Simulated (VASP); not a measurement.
# MnF2 (P4_2/mnm) in VASP: settings compared, part 2 of 2

VASP 6.6.1. Earlier steps stand in the parts before.

## Step 3: Band structure, PBEsol, collinear spin, ferromagnetic start

Input file POSCAR:

```
MnF2
1.0
    4.8738000000      0.0000000000      0.0000000000
    0.0000000000      4.8738000000      0.0000000000
    0.0000000000      0.0000000000      3.3107000000
Mn F
2 4
Direct
    0.5000000000      0.5000000000      0.5000000000
    0.0000000000      0.0000000000      0.0000000000
    0.8053000000      0.1947000000      0.5000000000
    0.6947000000      0.6947000000      0.0000000000
    0.1947000000      0.8053000000      0.5000000000
    0.3053000000      0.3053000000      0.0000000000
```

Input file INCAR.step1:

```
SYSTEM = MnF2
ALGO = Normal
EDIFF = 1E-6
ENCUT = 520
GGA = PS
ISIF = 2
ISMEAR = -1
ISPIN = 2
LASPH = .True.
LCHARG = .True.
LMAXMIX = 4
LORBIT = 11
LREAL = .False.
LWAVE = .False.
MAGMOM = 4 4 0 0 0 0
NELM = 120
PREC = Accurate
SIGMA = 0.05
```

Input file KPOINTS.step1:

```
k-points
0
Gamma
  6 6 8
  0 0 0
```

Input file INCAR.step2:

```
SYSTEM = MnF2
ALGO = Normal
EDIFF = 1E-6
ENCUT = 520
GGA = PS
ICHARG = 11
ISIF = 2
ISMEAR = 0
ISPIN = 2
LASPH = .True.
LCHARG = .False.
LMAXMIX = 4
LORBIT = 11
LREAL = .False.
LWAVE = .False.
MAGMOM = 4 4 0 0 0 0
NELM = 120
PREC = Accurate
SIGMA = 0.05
```

Input file KPOINTS.step2:

```
path GXMGZRAZ,XR,MA
10
line-mode
reciprocal
 0.0000000000  0.0000000000  0.0000000000  G
 0.0000000000  0.5000000000  0.0000000000  X

 0.0000000000  0.5000000000  0.0000000000  X
 0.5000000000  0.5000000000  0.0000000000  M

 0.5000000000  0.5000000000  0.0000000000  M
 0.0000000000  0.0000000000  0.0000000000  G

 0.0000000000  0.0000000000  0.0000000000  G
 0.0000000000  0.0000000000  0.5000000000  Z

 0.0000000000  0.0000000000  0.5000000000  Z
 0.0000000000  0.5000000000  0.5000000000  R

 0.0000000000  0.5000000000  0.5000000000  R
 0.5000000000  0.5000000000  0.5000000000  A

 0.5000000000  0.5000000000  0.5000000000  A
 0.0000000000  0.0000000000  0.5000000000  Z

 0.0000000000  0.5000000000  0.0000000000  X
 0.0000000000  0.5000000000  0.5000000000  R

 0.5000000000  0.5000000000  0.0000000000  M
 0.5000000000  0.5000000000  0.5000000000  A
```

Potentials or basis: VASP PAW PBE potentials, release 64 (Mn_pv, F).

On the command line:

```
$ cat potpaw_PBE.64/Mn_pv/POTCAR potpaw_PBE.64/F/POTCAR > POTCAR
$ cp INCAR.step1 INCAR
$ cp KPOINTS.step1 KPOINTS
$ mpirun -np 1 vasp_std > vasp.out
$ cp INCAR.step2 INCAR
$ cp KPOINTS.step2 KPOINTS
$ mpirun -np 1 vasp_std > vasp.out
```

OUTCAR:

```text
SYSTEM = MnF2
   EDIFF = 1E-6
   ENCUT = 520
   GGA = PS
   ICHARG = 11
   ISIF = 2
   ISMEAR = 0
   ISPIN = 2
   LASPH = .True.
   LORBIT = 11
   LREAL = .False.
   NELM = 120
   PREC = Accurate

 ion  position               nearest neighbor table
   1  0.500  0.500  0.500-   3 2.10   5 2.10   4 2.13   6 2.13   4 2.13   6 2.13
   2  0.000  0.000  0.000-   4 2.10   6 2.10   5 2.13   3 2.13   3 2.13   5 2.13
   3  0.805  0.195  0.500-   1 2.10   2 2.13   2 2.13
   4  0.695  0.695  0.000-   2 2.10   1 2.13   1 2.13
   5  0.195  0.805  0.500-   1 2.10   2 2.13   2 2.13
   6  0.305  0.305  0.000-   2 2.10   1 2.13   1 2.13

  LATTYP: Found a simple tetragonal cell.
 ALAT       =     4.8738000000
 C/A-ratio  =     0.6792851574

  Lattice vectors:

 A1 = (   4.8738000000,   0.0000000000,   0.0000000000)
 A2 = (   0.0000000000,   4.8738000000,   0.0000000000)
 A3 = (   0.0000000000,   0.0000000000,   3.3107000000)

Analysis of symmetry for initial positions (statically):
=====================================================================
 Subroutine PRICEL returns:
 Original cell was already a primitive cell.

 Routine SETGRP: Setting up the symmetry group for a
 simple tetragonal supercell.

 Subroutine GETGRP returns: Found 16 space group operations
 (whereof  8 operations were pure point group operations)
 out of a pool of 16 trial point group operations.

The static configuration has the point symmetry D_2h.
 The point group associated with its full space group is D_4h.

Analysis of symmetry for dynamics (positions and initial velocities):
=====================================================================
 Subroutine PRICEL returns:
 Original cell was already a primitive cell.

 Routine SETGRP: Setting up the symmetry group for a
 simple tetragonal supercell.

 Subroutine GETGRP returns: Found 16 space group operations
 (whereof  8 operations were pure point group operations)
 out of a pool of 16 trial point group operations.

[... 171 lines left out ...]

 spin component 1

 k-point     1 :       0.0000    0.0000    0.0000
  band No.  band energies     occupation
      1     -46.7438      1.00000
      2     -46.7438      1.00000
      3     -46.6839      1.00000
      4     -46.6839      1.00000
      5     -46.6781      1.00000
      6     -46.6762      1.00000
[... 925 lines left out ...]
     35       8.8576      0.00000
     36      10.2677      0.00000

 [... further k-points ...]

 spin component 2

 k-point     1 :       0.0000    0.0000    0.0000
  band No.  band energies     occupation
      1     -41.8432      1.00000
      2     -41.8432      1.00000
      3     -41.7741      1.00000
      4     -41.7741      1.00000
      5     -41.7641      1.00000
      6     -41.7613      1.00000
[... 925 lines left out ...]
     35       9.7905      0.00000
     36      11.3952      0.00000

 [... further k-points ...]

------------------------ aborting loop because EDIFF is reached ----------------------------------------

  FORCE on cell =-STRESS in cart. coord.  units (eV):
  Direction    XX          YY          ZZ          XY          YZ          ZX
  --------------------------------------------------------------------------------------
  -------------------------------------------------------------------------------------
  Total        0.4356874      0.4356874      0.4729561      0.0000000      0.0000000      0.0000000
  in kB        8.8762666      8.8762666      9.6355431      0.0000000      0.0000000      0.0000000
  external PRESSURE =       9.1293588 kB  Pullay stress =       0.0000000 kB

 VOLUME and BASIS-vectors are now :
 -----------------------------------------------------------------------------
  energy-cutoff  :      520.00
  volume of cell :       78.64
      direct lattice vectors                 reciprocal lattice vectors
     4.873800000  0.000000000  0.000000000     0.205178711  0.000000000  0.000000000
     0.000000000  4.873800000  0.000000000     0.000000000  0.205178711  0.000000000
     0.000000000  0.000000000  3.310700000     0.000000000  0.000000000  0.302050926

 POSITION                                       TOTAL-FORCE (eV/Angst)
 -----------------------------------------------------------------------------------
      2.43690      2.43690      1.65535         0.000000      0.000000      0.000000
      0.00000      0.00000      0.00000         0.000000      0.000000      0.000000
      3.92487      0.94893      1.65535        -0.002223      0.002223      0.000000
      3.38583      3.38583      0.00000         0.002223      0.002223      0.000000
      0.94893      3.92487      1.65535         0.002223     -0.002223      0.000000
      1.48797      1.48797      0.00000        -0.002223     -0.002223      0.000000
 -----------------------------------------------------------------------------------
    total drift:                                0.000000      0.000000      0.000000

  FREE ENERGIE OF THE ION-ELECTRON SYSTEM (eV)
  ---------------------------------------------------
  free  energy   TOTEN  =       -40.5505254854 eV

  energy  without entropy=      -40.5505254854  energy(sigma->0) =      -40.55052549

 total charge

# of ion       s       p       d       tot
------------------------------------------
    1        0.165   6.150   4.946  11.261
    2        0.165   6.150   4.946  11.261
    3        1.732   4.356   0.000   6.088
    4        1.732   4.356   0.000   6.088
    5        1.732   4.356   0.000   6.088
    6        1.732   4.356   0.000   6.088
--------------------------------------------------
tot          7.256  29.727   9.892  46.875

 magnetization (x)

# of ion       s       p       d       tot
------------------------------------------
    1        0.025   0.022   4.537   4.584
    2        0.025   0.022   4.537   4.584
    3        0.008   0.078   0.000   0.087
    4        0.008   0.078   0.000   0.087
    5        0.008   0.078   0.000   0.087
    6        0.008   0.078   0.000   0.087
--------------------------------------------------
tot          0.083   0.357   9.075   9.515
```

OUTCAR.step1:

```text
SYSTEM = MnF2
   EDIFF = 1E-6
   ENCUT = 520
   GGA = PS
   ISIF = 2
   ISMEAR = -1
   ISPIN = 2
   LASPH = .True.
   LORBIT = 11
   LREAL = .False.
   NELM = 120
[... 2151 lines left out ...]
    4        1.732   4.351   0.000   6.083
    5        1.732   4.351   0.000   6.083
    6        1.732   4.351   0.000   6.083
--------------------------------------------------
tot          7.264  29.705   9.894  46.862

 magnetization (x)

# of ion       s       p       d       tot
------------------------------------------
    1        0.024   0.022   4.535   4.582
    2        0.024   0.022   4.535   4.582
    3        0.009   0.078   0.000   0.087
    4        0.009   0.078   0.000   0.087
    5        0.009   0.078   0.000   0.087
    6        0.009   0.078   0.000   0.087
--------------------------------------------------
tot          0.083   0.358   9.070   9.511
```

OSZICAR.step1:

```text
N       E                     dE             d eps       ncg     rms          rms(c)
DAV:   1     0.690176604353E+03    0.69018E+03   -0.30757E+04  7408   0.170E+03
DAV:   2     0.236061234390E+02   -0.66657E+03   -0.62612E+03  7696   0.495E+02
DAV:   3    -0.423870718364E+02   -0.65993E+02   -0.65124E+02  7812   0.167E+02
DAV:   4    -0.436586478544E+02   -0.12716E+01   -0.12674E+01  7904   0.251E+01
DAV:   5    -0.436746494138E+02   -0.16002E-01   -0.16000E-01  7600   0.301E+00    0.210E+01
DAV:   6    -0.406190554502E+02    0.30556E+01   -0.20191E+01  8412   0.352E+01    0.168E+01
DAV:   7    -0.406451790124E+02   -0.26124E-01   -0.14028E+00  7340   0.102E+01    0.113E+01
DAV:   8    -0.406185205251E+02    0.26658E-01   -0.17665E-01  7684   0.350E+00    0.574E+00
DAV:   9    -0.406344687951E+02   -0.15948E-01   -0.34897E-02  7632   0.197E+00    0.958E-01
DAV:  10    -0.406348072999E+02   -0.33850E-03   -0.12685E-02  7800   0.735E-01    0.183E-01
DAV:  11    -0.406351917235E+02   -0.38442E-03   -0.69734E-04  7540   0.182E-01    0.960E-02
DAV:  12    -0.406354064408E+02   -0.21472E-03   -0.85402E-05  7444   0.617E-02    0.335E-02
DAV:  13    -0.406354538490E+02   -0.47408E-04   -0.26517E-05  7548   0.358E-02    0.172E-02
DAV:  14    -0.406354559345E+02   -0.20854E-05   -0.28875E-06  6404   0.115E-02    0.778E-03
DAV:  15    -0.406354563171E+02   -0.38268E-06   -0.13745E-06  4416   0.786E-03
   1 F= -.40635456E+02 E0= -.40635456E+02  d E =-.542111E-06  mag=    10.0000
```

Wall time 2.8 min (1 thread of Intel Xeon 6975P-C (Granite Rapids), shared host); peak memory 0.44 GiB.

What came out:

```yaml
Band_gap_on_the_k_mesh: 0.94 eV, direct
Band_gap_along_the_path: 0.94 eV, direct
Net_moment: 10.00 μB per cell
```

Levels at the corners of the path, in eV from the valence-band top:
Spin up:
| point | band 30 | band 31 | band 32 | band 33 | band 34 | band 35 |
| --- | --- | --- | --- | --- | --- | --- |
| Γ | -0.56 | -0.56 | 0.00 | 0.94 | 6.25 | 6.25 |
| X | -0.83 | -0.69 | -0.69 | 3.30 | 3.30 | 7.59 |
| X | -0.83 | -0.69 | -0.69 | 3.30 | 3.30 | 7.59 |
| M | -1.14 | -0.57 | -0.57 | 4.82 | 4.82 | 5.36 |
| M | -1.14 | -0.57 | -0.57 | 4.82 | 4.82 | 5.36 |
| Γ | -0.56 | -0.56 | 0.00 | 0.94 | 6.25 | 6.25 |
| Γ | -0.56 | -0.56 | 0.00 | 0.94 | 6.25 | 6.25 |
| Z | -1.25 | -1.02 | -1.02 | 5.56 | 5.56 | 9.36 |
| Z | -1.25 | -1.02 | -1.02 | 5.56 | 5.56 | 9.36 |
| R | -1.68 | -0.33 | -0.33 | 6.64 | 6.64 | 6.76 |
| R | -1.68 | -0.33 | -0.33 | 6.64 | 6.64 | 6.76 |
| A | -1.28 | -0.84 | -0.84 | 6.62 | 6.62 | 7.71 |
| A | -1.28 | -0.84 | -0.84 | 6.62 | 6.62 | 7.71 |
| Z | -1.25 | -1.02 | -1.02 | 5.56 | 5.56 | 9.36 |
| X | -0.83 | -0.69 | -0.69 | 3.30 | 3.30 | 7.59 |
| R | -1.68 | -0.33 | -0.33 | 6.64 | 6.64 | 6.76 |
| M | -1.14 | -0.57 | -0.57 | 4.82 | 4.82 | 5.36 |
| A | -1.28 | -0.84 | -0.84 | 6.62 | 6.62 | 7.71 |
Spin down:
| point | band 20 | band 21 | band 22 | band 23 | band 24 | band 25 |
| --- | --- | --- | --- | --- | --- | --- |
| Γ | -4.68 | -4.68 | -4.38 | 1.62 | 1.68 | 2.09 |
| X | -5.47 | -4.72 | -4.72 | 1.86 | 1.86 | 2.28 |
| X | -5.47 | -4.72 | -4.72 | 1.86 | 1.86 | 2.28 |
| M | -5.13 | -5.05 | -5.05 | 1.74 | 1.74 | 2.17 |
| M | -5.13 | -5.05 | -5.05 | 1.74 | 1.74 | 2.17 |
| Γ | -4.68 | -4.68 | -4.38 | 1.62 | 1.68 | 2.09 |
| Γ | -4.68 | -4.68 | -4.38 | 1.62 | 1.68 | 2.09 |
| Z | -5.31 | -5.09 | -5.09 | 2.10 | 2.10 | 2.18 |
| Z | -5.31 | -5.09 | -5.09 | 2.10 | 2.10 | 2.18 |
| R | -5.15 | -4.89 | -4.89 | 1.81 | 1.81 | 2.23 |
| R | -5.15 | -4.89 | -4.89 | 1.81 | 1.81 | 2.23 |
| A | -4.87 | -4.79 | -4.79 | 2.07 | 2.07 | 2.16 |
| A | -4.87 | -4.79 | -4.79 | 2.07 | 2.07 | 2.16 |
| Z | -5.31 | -5.09 | -5.09 | 2.10 | 2.10 | 2.18 |
| X | -5.47 | -4.72 | -4.72 | 1.86 | 1.86 | 2.28 |
| R | -5.15 | -4.89 | -4.89 | 1.81 | 1.81 | 2.23 |
| M | -5.13 | -5.05 | -5.05 | 1.74 | 1.74 | 2.17 |
| A | -4.87 | -4.79 | -4.79 | 2.07 | 2.07 | 2.16 |

Caveat: the log is that of the step along the path at fixed density, whose energy, stress, charges and moments have no meaning; the PAW data sets were made with another functional, which shifts forces and pressure a little; only a ferromagnetic start was run, and an antiferromagnetic order may lie lower in energy. Expect the measured gap to be larger: semilocal functionals such as PBEsol lack the derivative discontinuity.

## Step 4: Band structure, RPBE, collinear spin, ferromagnetic start

Input file INCAR:

```
SYSTEM = MnF2
PREC = Accurate
ENCUT = 520
EDIFF = 1E-7
ISMEAR = -1
SIGMA = 0.05
LREAL = .FALSE.
LASPH = .TRUE.
NELM = 150
ALGO = Normal
ISIF = 2
LWAVE = .FALSE.
LCHARG = .FALSE.
ISPIN = 2
MAGMOM = 4 4 0 0 0 0
LORBIT = 11
LMAXMIX = 4
GGA = RP
NBANDS = 40
```

Input file KPOINTS:

```
Automatic mesh
0
G
  6 6 8
  0 0 0
```

POSCAR is that of step 3.

Input file KPOINTS_OPT:

```
path GXMGZRAZ,XR,MA
10
line-mode
reciprocal
 0.0000000000  0.0000000000  0.0000000000  G
 0.0000000000  0.5000000000  0.0000000000  X

 0.0000000000  0.5000000000  0.0000000000  X
 0.5000000000  0.5000000000  0.0000000000  M

 0.5000000000  0.5000000000  0.0000000000  M
 0.0000000000  0.0000000000  0.0000000000  G

 0.0000000000  0.0000000000  0.0000000000  G
 0.0000000000  0.0000000000  0.5000000000  Z

 0.0000000000  0.0000000000  0.5000000000  Z
 0.0000000000  0.5000000000  0.5000000000  R

 0.0000000000  0.5000000000  0.5000000000  R
 0.5000000000  0.5000000000  0.5000000000  A

 0.5000000000  0.5000000000  0.5000000000  A
 0.0000000000  0.0000000000  0.5000000000  Z

 0.0000000000  0.5000000000  0.0000000000  X
 0.0000000000  0.5000000000  0.5000000000  R

 0.5000000000  0.5000000000  0.0000000000  M
 0.5000000000  0.5000000000  0.5000000000  A
```

On the command line:

```
$ cat potpaw_PBE.64/Mn_pv/POTCAR potpaw_PBE.64/F/POTCAR > POTCAR
$ mpirun -np 1 vasp_std > vasp.out
```

Run time: 3.4 min. Hardware: 1 thread of Intel Xeon 6975P-C (Granite Rapids), shared host; peak memory 0.49 GiB.

The run converged. Its results:

```
Free energy                                           : -37.8160 eV
Pressure                                              : 8.0 GPa
Largest force                                         : 0.079 eV/Å
Band gap on the k mesh                                : 1.35 eV, direct
Band gap along the path                               : 1.35 eV, direct
Net moment                                            : 10.00 μB per cell
Site moments                                          : Mn +4.60; F +0.09 μB
Valence electrons inside the program's atomic spheres : Mn 11.25; F 6.12
```

Forces in eV/Å, atoms in the order of the input:
```
Mn   0.000  0.000  0.000
Mn   0.000  0.000  0.000
F   -0.056  0.056  0.000
F    0.056  0.056  0.000
F    0.056 -0.056  0.000
F   -0.056 -0.056  0.000
```

Stress tensor (GPa, compression positive):
```
7.72 0.00 0.00
0.00 7.72 0.00
0.00 0.00 8.66
```

Levels at the corners of the path, in eV from the valence-band top:
Spin up:
```
point  band 30  band 31  band 32  band 33  band 34  band 35
    Γ    -0.56    -0.56     0.00     1.35     6.74     6.74
    X    -0.82    -0.69    -0.69     3.69     3.69     8.04
    X    -0.82    -0.69    -0.69     3.69     3.69     8.04
    M    -1.11    -0.57    -0.57     5.13     5.13     5.84
    M    -1.11    -0.57    -0.57     5.13     5.13     5.84
    Γ    -0.56    -0.56     0.00     1.35     6.74     6.74
    Γ    -0.56    -0.56     0.00     1.35     6.74     6.74
    Z    -1.25    -1.00    -1.00     5.94     5.94     9.83
    Z    -1.25    -1.00    -1.00     5.94     5.94     9.83
    R    -1.67    -0.32    -0.32     7.08     7.08     7.13
    R    -1.67    -0.32    -0.32     7.08     7.08     7.13
    A    -1.27    -0.83    -0.83     6.93     6.93     8.24
    A    -1.27    -0.83    -0.83     6.93     6.93     8.24
    Z    -1.25    -1.00    -1.00     5.94     5.94     9.83
    X    -0.82    -0.69    -0.69     3.69     3.69     8.04
    R    -1.67    -0.32    -0.32     7.08     7.08     7.13
    M    -1.11    -0.57    -0.57     5.13     5.13     5.84
    A    -1.27    -0.83    -0.83     6.93     6.93     8.24
```
Spin down:
| point | band 18 | band 19 | band 20 | band 21 | band 22 | band 23 | band 24 | band 25 | band 26 | band 27 |
| --- | --- | --- | --- | --- | --- | --- | --- | --- | --- | --- |
| Γ | -5.87 | -5.03 | -4.64 | -4.64 | -4.36 | 1.93 | 1.94 | 2.30 | 2.39 | 2.39 |
| X | -5.63 | -5.42 | -5.42 | -4.68 | -4.68 | 2.09 | 2.09 | 2.51 | 2.51 | 2.52 |
| X | -5.63 | -5.42 | -5.42 | -4.68 | -4.68 | 2.09 | 2.09 | 2.51 | 2.51 | 2.52 |
| M | -5.45 | -5.08 | -5.08 | -4.99 | -4.99 | 1.96 | 1.96 | 2.40 | 2.40 | 2.53 |
| M | -5.45 | -5.08 | -5.08 | -4.99 | -4.99 | 1.96 | 1.96 | 2.40 | 2.40 | 2.53 |
| Γ | -5.87 | -5.03 | -4.64 | -4.64 | -4.36 | 1.93 | 1.94 | 2.30 | 2.39 | 2.39 |
| Γ | -5.87 | -5.03 | -4.64 | -4.64 | -4.36 | 1.93 | 1.94 | 2.30 | 2.39 | 2.39 |
| Z | -5.66 | -5.24 | -5.24 | -5.04 | -5.04 | 2.31 | 2.31 | 2.41 | 2.41 | 2.46 |
| Z | -5.66 | -5.24 | -5.24 | -5.04 | -5.04 | 2.31 | 2.31 | 2.41 | 2.41 | 2.46 |
| R | -5.90 | -5.09 | -5.09 | -4.85 | -4.85 | 2.05 | 2.05 | 2.45 | 2.45 | 2.64 |
| R | -5.90 | -5.09 | -5.09 | -4.85 | -4.85 | 2.05 | 2.05 | 2.45 | 2.45 | 2.64 |
| A | -5.64 | -4.83 | -4.83 | -4.75 | -4.75 | 2.29 | 2.29 | 2.39 | 2.39 | 2.52 |
| A | -5.64 | -4.83 | -4.83 | -4.75 | -4.75 | 2.29 | 2.29 | 2.39 | 2.39 | 2.52 |
| Z | -5.66 | -5.24 | -5.24 | -5.04 | -5.04 | 2.31 | 2.31 | 2.41 | 2.41 | 2.46 |
| X | -5.63 | -5.42 | -5.42 | -4.68 | -4.68 | 2.09 | 2.09 | 2.51 | 2.51 | 2.52 |
| R | -5.90 | -5.09 | -5.09 | -4.85 | -4.85 | 2.05 | 2.05 | 2.45 | 2.45 | 2.64 |
| M | -5.45 | -5.08 | -5.08 | -4.99 | -4.99 | 1.96 | 1.96 | 2.40 | 2.40 | 2.53 |
| A | -5.64 | -4.83 | -4.83 | -4.75 | -4.75 | 2.29 | 2.29 | 2.39 | 2.39 | 2.52 |

Caveat: the PAW data sets were made with another functional, which shifts forces and pressure a little; only a ferromagnetic start was run, and an antiferromagnetic order may lie lower in energy. As with any semilocal functional, this RPBE gap is likely too small.

## Step 5: Overview

| level | potentials or basis | gap on the mesh (eV) | pressure (GPa) | moment (μB) | largest force (eV/Å) |
| --- | --- | --- | --- | --- | --- |
| LDA | VASP PAW LDA potentials, release 64 (Mn_pv, F) | 0.79 | -5.6 | 10.00 | 0.04 |
| PBEsol | VASP PAW PBE potentials, release 64 (Mn_pv, F) | 0.94 | - | 10.00 | - |
| RPBE | VASP PAW PBE potentials, release 64 (Mn_pv, F) | 1.35 | 8.0 | 10.00 | 0.08 |

Alike in all rows: task band structure; spin collinear, ferromagnetic start; cell as given; k mesh 6 × 6 × 8; cutoff (eV) 520; smearing fermi-dirac 0.05 eV.

Caveats: only a ferromagnetic start was run, and an antiferromagnetic order may lie lower in energy; the PAW data sets were made with another functional, which shifts forces and pressure a little (some runs).

Total energies depend on the potentials used, so only differences within one code and one set of settings carry meaning.
